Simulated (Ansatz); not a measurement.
# CoSi2: the cost of one run

Computed with Ansatz 0.2.0 (DFT PBE, scalar-relativistic, plane waves, PAW, unless a step's input says otherwise).

4 further runs of the same task are left out: 2 that didn't finish, 2 set aside as unsound or not needed.

## (1) The starting structure

It takes space group I4/mcm (No. 140, tetragonal). The conventional cell has a = 6.381 Å, b = 6.381 Å, c = 5.482 Å, α = 90.00°, β = 90.00°, γ = 90.00°. Around Co (site symmetry 422) lie 2 Co at 2.74 Å and 8 Sn at 2.75 Å. Sn (site symmetry m2m) has 4 Co at 2.75 Å and 3 Sn at 3.00 to 3.13 Å as nearest neighbours.

Coordinates:

```cif
data_structure
_symmetry_space_group_name_H-M 'I4/mcm'
_symmetry_Int_Tables_number 140
_cell_length_a 6.3805
_cell_length_b 6.3805
_cell_length_c 5.4822
_cell_angle_alpha 90.000
_cell_angle_beta 90.000
_cell_angle_gamma 90.000
_cell_volume 223.19
loop_
_atom_site_label
_atom_site_type_symbol
_atom_site_symmetry_multiplicity
_atom_site_Wyckoff_symbol
_atom_site_fract_x
_atom_site_fract_y
_atom_site_fract_z
_atom_site_occupancy
Co1 Co 4 a 0.00000 0.00000 0.25000 1
Sn1 Sn 8 h 0.16616 0.66616 0.00000 1
```

It is the result of an earlier relaxation at this level (volume 18.60 Å³/atom; gap on the mesh: none (metal)).

## (2) Swap Sn → Si

The start of CoSi2: fractional positions of relaxed CoSn2, cell scaled by 0.905, a guess from tabulated radii. Atoms that may carry a moment start with parallel spins.

## (3) Probe: one point at the start (CoSi2)

File input.yaml:

```yaml
crystal:
  lattice:
    - [-2.8882264825, 2.8882264825, 2.4815652329]
    - [2.8882264825, -2.8882264825, 2.4815652329]
    - [2.8882264825, 2.8882264825, -2.4815652329]
  atoms:
    - { symbol: Co, position: [0.25, 0.25, 0.0], spin: 3.0 }
    - { symbol: Co, position: [0.75, 0.75, 0.0], spin: 3.0 }
    - { symbol: Si, position: [0.6661601447, 0.1661601447, 0.8323202895] }
    - { symbol: Si, position: [0.1661601447, 0.3338398553, 0.5] }
    - { symbol: Si, position: [0.3338398553, 0.8338398553, 0.1676797105] }
    - { symbol: Si, position: [0.8338398553, 0.6661601447, 0.5] }
basis:
  ecutwfc: 420
kpoints:
  mp_grid: { grid: [6, 6, 6] }
hamiltonian:
  xc: pbe
scf:
  occupations: { method: gaussian, width: 0.1 }
  lower_state_search: "off"
output:
  forces: true
  stress: true
  eigenvalues: true
  populations: true
magnetization:
  spin_polarized: true
```

The run is started by

```console
ansatz run input.yaml --threads 1 --pin off --max-ram 2560MiB --backend cpu --events-out ev --progress --plain --runs-dir out
```

What time and memory should one allow on 1 thread of Intel Xeon Platinum 8259CL at 2.50GHz (Skylake/Cascade Lake), shared host?

About 20 s, with a peak of 0.47 GiB.
